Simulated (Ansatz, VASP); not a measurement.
HgTe in VASP and in Ansatz

```xyz
2
Lattice="0.0000 3.1883 3.1883 3.1883 0.0000 3.1883 3.1883 3.1883 0.0000" Properties=species:S:1:pos:R:3 pbc="T T T"
Hg    0.0000    0.0000    0.0000
Te    1.5941    1.5941    1.5941
```

Alike in both runs: task single point; functional PBEsol; k mesh 12 × 12 × 12; occupations gaussian, width 0.1 eV; no spin polarisation.

|  | VASP | Ansatz |
| --- | --- | --- |
| version | VASP 6.6.1 | Ansatz 0.2.0 |
| potentials or method | VASP PAW PBE potentials, release 64 (Hg, Te) | scalar-relativistic, plane waves, PAW |
| plane-wave cutoff (eV) | 520 | 420 |
| valence electrons in the cell | 18 | 36 |

```csv
,VASP,Ansatz,Ansatz less VASP
gap on the k mesh at the Fermi level (eV),none,none,-
pressure (GPa),3.2,3.1,-0.14
```

A gap of «none» marks a metal or a gap that the smearing closes. The two sets of potentials don't hold the same shells in valence.

Caveats: the PAW data sets were made with another functional, which shifts forces and pressure a little (VASP). Spin-orbit coupling is left out, which matters for the levels of Hg, Te.
